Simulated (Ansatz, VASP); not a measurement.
# One calculation of HfB, two programs

Contents of INCAR:

```
SYSTEM = HfB
ALGO = Normal ; EDIFF = 1E-7
ENCUT = 520 ; GGA = PS
ISIF = 2 ; ISMEAR = -1
LASPH = .True. ; LCHARG = .False.
LREAL = .False. ; LWAVE = .False.
NBANDS = 14 ; NELM = 60
PREC = Accurate ; SIGMA = 0.05
```

KPOINTS

```
k-points
0
Gamma
  10 10 10
  0 0 0
```

The input POSCAR:

```
HfB
1.0
    0.0000000000      2.2628439111      2.2628439111
    2.2628439111      0.0000000000      2.2628439111
    2.2628439111      2.2628439111      0.0000000000
Hf B
1 1
Direct
    0.5000000000      0.5000000000      0.5000000000
    0.0000000000      0.0000000000      0.0000000000
```

The input input.yaml:

```yaml
crystal:
  lattice:
    - [0.0, 2.2628439111, 2.2628439111]
    - [2.2628439111, 0.0, 2.2628439111]
    - [2.2628439111, 2.2628439111, 0.0]
  atoms:
    - { symbol: Hf, position: [0.5, 0.5, 0.5] }
    - { symbol: B, position: [0.0, 0.0, 0.0] }
kpoints:
  mp_grid: { grid: [10, 10, 10] }
scf:
  occupations: { method: fermi_dirac, width: 0.05 }
hamiltonian:
  xc: pbesol
  pseudopotentials: { kind: all_electron, lapw: { basis_error: 0.0005 } }
output:
  forces: true
  stress: true
  eigenvalues: true
```

Change from the starting cell: volume scaled by 0.94.

Alike in both runs: task single point; functional PBEsol; k mesh 10 × 10 × 10; occupations fermi-dirac, width 0.05 eV; no spin polarisation.

|  | VASP | Ansatz |
| --- | --- | --- |
| version | VASP 6.6.1 | Ansatz 0.2.0 |
| potentials or method | VASP PAW PBE potentials, release 64 (Hf_pv, B) | all-electron LAPW, scalar-relativistic |
| plane-wave cutoff (eV) | 520 | see its input |

VASP gave:

| Property | Result |
| --- | --- |
| gap on the k mesh at the Fermi level (eV) | none |
| pressure (GPa) | 43.0 |

Task: Which values does Ansatz return?

Result: gap on the k mesh at the Fermi level (eV): none; pressure (GPa): 41.3.

A gap of «none» marks a metal or a gap that the smearing closes. Ansatz ran all-electron here, so the differences hold the error of VASP's frozen core and of both bases.

Caveats: so large a pressure means that the cell lies far from this level's equilibrium, or that cutoff or potentials fall short (VASP); the potentials were made for another functional, which shifts forces and pressure (VASP). Spin-orbit coupling is left out, which matters for the levels of Hf.
